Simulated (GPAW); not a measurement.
The system is CoO.

```
Co O
1.0
     0.00000    2.13150    2.13150
     2.13150    0.00000    2.13150
     2.13150    2.13150    0.00000
Co O
1 1
Cartesian
  0.0000 0.0000 0.0000
  2.1315 2.1315 2.1315
```

Base run:

| Property | Result |
| --- | --- |
| Program | GPAW 26.7.0 |
| Functional | PBE |
| Potentials or basis | GPAW PAW data sets (gpaw-data 1.2.1) |
| Cutoff | 650 eV |
| Basis | pw |
| k mesh | 9 × 9 × 9 |
| Occupations | fermi-dirac, width 0.05 eV |
| Spin | collinear spin, ferromagnetic start |
| Starting moments | [3.0, 0.0] μB |

Its results: band gap on the k mesh none (metal or under the smearing width); pressure -3.5 GPa; net moment 2.92 μB per cell; site moments Co +2.52; O +0.23 μB.

Question: The run is repeated on the same cell with these changes: functional from PBE to LDA; potentials or basis from GPAW PAW data sets (gpaw-data 1.2.1) to the program's PAW data sets (release 1.2.1) made for this functional; cutoff from 650 eV to 600 eV. What comes out?

Answer: Band gap on the k mesh none (metal or under the smearing width); pressure -24.2 GPa; net moment 2.84 μB per cell; site moments Co +2.43; O +0.24 μB.

Caveats: the cutoff is short for stress and forces, so pressures can be off by a GPa or more; a cell with one magnetic atom can't hold antiferromagnetic order, which such compounds often take; semilocal functionals often make such compounds metallic where correlation or magnetic order opens a gap, which also shifts bond lengths; so large a pressure means that the cell lies far from this level's equilibrium, or that cutoff or potentials fall short (some runs).
